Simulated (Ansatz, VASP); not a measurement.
Os in VASP and in Ansatz

```
Os
1.0
     2.75283    0.00000    0.00000
    -1.37642    2.38402    0.00000
     0.00000    0.00000   28.05290
Os
7
Direct
  0.33333 0.66667 0.26983
  0.66667 0.33333 0.34454
  0.33333 0.66667 0.42199
  0.66667 0.33333 0.50000
  0.33333 0.66667 0.57801
  0.66667 0.33333 0.65546
  0.33333 0.66667 0.73017
```

Alike in both runs: functional PBE; k mesh 15 × 15 × 1; occupations gaussian, width 0.1 eV; no spin polarisation.

Ansatz relaxed the structure, and its values are those at the end. VASP's run is a single point on that final structure, the one shown.

|  | VASP | Ansatz |
| --- | --- | --- |
| version | VASP 6.6.1 | Ansatz 0.2.0 |
| potentials or method | VASP PAW PBE potentials, release 64 (Os) | scalar-relativistic, plane waves, PAW |
| plane-wave cutoff (eV) | 520 | 420 |
| valence electrons in the cell | 56 | 112 |

VASP gave:

```
gap on the k mesh at the Fermi level (eV)  : none
rms of the force components (eV/Å)         : 0.006
work function, face that differs most (eV) : 5.33
```

Problem. What did Ansatz give for the same quantities?

Solution. gap on the k mesh at the Fermi level (eV): none; rms of the force components (eV/Å): 0.003; work function, face that differs most (eV): 5.33.

A gap of «none» marks a metal or a gap that the smearing closes. The functional is the same, so the differences come from potentials, cutoffs and numerics. The two sets of potentials don't hold the same shells in valence. Ansatz warned: «xc_potential_rough_in_thin_density».

Spin-orbit coupling is left out, which matters for the levels of Os.
